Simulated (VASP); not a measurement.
# MgS, projections on local functions: which settings are enough?

MgS, Fm-3m (no. 225), 2 atoms in the cell. PBE, projections on local functions; PAW potentials S, Mg (PBE set). VASP 6.6.1.

Wanted: filling of the local functions (per spin) within 0.005.

POSCAR:
```
MgS
1.0
    0.0000000000      2.6016500000      2.6016500000
    2.6016500000      0.0000000000      2.6016500000
    2.6016500000      2.6016500000      0.0000000000
S Mg
1 1
Direct
    0.5000000000      0.5000000000      0.5000000000
    0.0000000000      0.0000000000      0.0000000000
```

The series start from Cutoff ENCUT (eV): 500; k mesh: 6 × 6 × 6. Each series keeps the choices made before it, and each single choice may use up half of a tolerance. Times cover all steps of a run.

## Cutoff ENCUT (eV)

| Cutoff ENCUT (eV) | Filling of the local functions (per spin), largest deviation | Time (s) |
|---|---|---|
| 300 | 0.0215 | 10 |
| 400 | 0.0111 | 10 |
| 500 | 0.0054 | 13 |
| 700 (reference) | 0.0000 | 15 |

Chosen: 700; the next looser run is off by more than half of the tolerance, so convergence isn't shown beyond this value.

## k mesh

| k mesh | Filling of the local functions (per spin), largest deviation | Time (s) |
|---|---|---|
| 4 × 4 × 4 | 0.0025 | 13 |
| 6 × 6 × 6 | 0.0002 | 15 |
| 9 × 9 × 9 (reference) | 0.0000 | 20 |

Chosen: 4 × 4 × 4, the loosest value from which every tighter one stays within half of the tolerance.

## All choices together

| Input | Filling of the local functions (per spin), largest deviation | Time (s) |
|---|---|---|
| program defaults, k points 0.5 per Å apart (naive) | 0.0286 | 10 |
| chosen settings | 0.0025 | 13 |
| reference settings throughout | 0.0000 | 20 |

The chosen settings stay within the tolerance of the reference run, but the reference itself isn't shown to be converged in: Cutoff ENCUT (eV).

Values of the reference run: Filling of the local functions (per spin): 0.9804, 0.7631, 0.7631, 0.7631, 0.3007, 0.1345, 0.1345, 0.1345.

## The input

INCAR.step1:
```
SYSTEM = MgS
PREC = Accurate
ENCUT = 700
EDIFF = 1E-6
ISMEAR = 0
SIGMA = 0.02
LASPH = .True.
LREAL = .False.
ALGO = Normal
NELM = 120
LWAVE = .True.
LCHARG = .False.
NBANDS = 15
KPAR = 2
GGA = PE
```

INCAR.step2:
```
ALGO = None
EDIFF = 1E-6
ENCUT = 700
GGA = PE
ISMEAR = 0
ISTART = 1
LASPH = T
LCHARG = F
LOCPROJ = "1 : s : Pr
1 : p : Pr
2 : s : Pr
2 : p : Pr"
LREAL = F
LWAVE = F
NBANDS = 15
NELM = 1
PREC = Accurate
SIGMA = 0.02
```

INCAR.step3:
```
ALGO = None
EDIFF = 1E-6
ENCUT = 700
GGA = PE
ISMEAR = 0
ISTART = 1
LASPH = T
LCHARG = F
LOCPROJ = "1 : s : Hy 1 2.0
1 : p : Hy 1 2.0
2 : s : Hy 1 2.0
2 : p : Hy 1 2.0"
LREAL = F
LWAVE = F
NBANDS = 15
NELM = 1
PREC = Accurate
SIGMA = 0.02
```

KPOINTS:
```
Automatic mesh
0
Gamma
  4 4 4
  0 0 0
```

Commands (each step's output is kept before the next begins):
```
cat potpaw_PBE.64/S/POTCAR potpaw_PBE.64/Mg/POTCAR > POTCAR
cp INCAR.step1 INCAR
mpirun -np 2 vasp_std > vasp.out
cp INCAR.step2 INCAR
mpirun -np 1 vasp_std > vasp.out
cp INCAR.step3 INCAR
mpirun -np 1 vasp_std > vasp.out
```

Limits: VASP refuses the step with PAW projectors here (LPRJ_READER: function: 6 no projector for highest valence state with L=1 on species 2), and the others go on without it; the functions aren't orthogonal, so the fillings don't add up to the electrons.

The chosen input took VASP 6.6.1 13 s on 2 cores (Intel Xeon Platinum 8488C (Sapphire Rapids)), a shared host.

## An input that fails: hybrid orbitals asked of PAW projectors

VASP's message: LPRJ_READER ERROR: function: 1 is not a simple spherical harmonic L= -3.

Changes against the starting input:
```
(step 2)
- LOCPROJ = "1 : s : Pr
1 : p : Pr
2 : s : Pr
2 : p : Pr"
+ LOCPROJ = 1 : sp3 : Pr
```
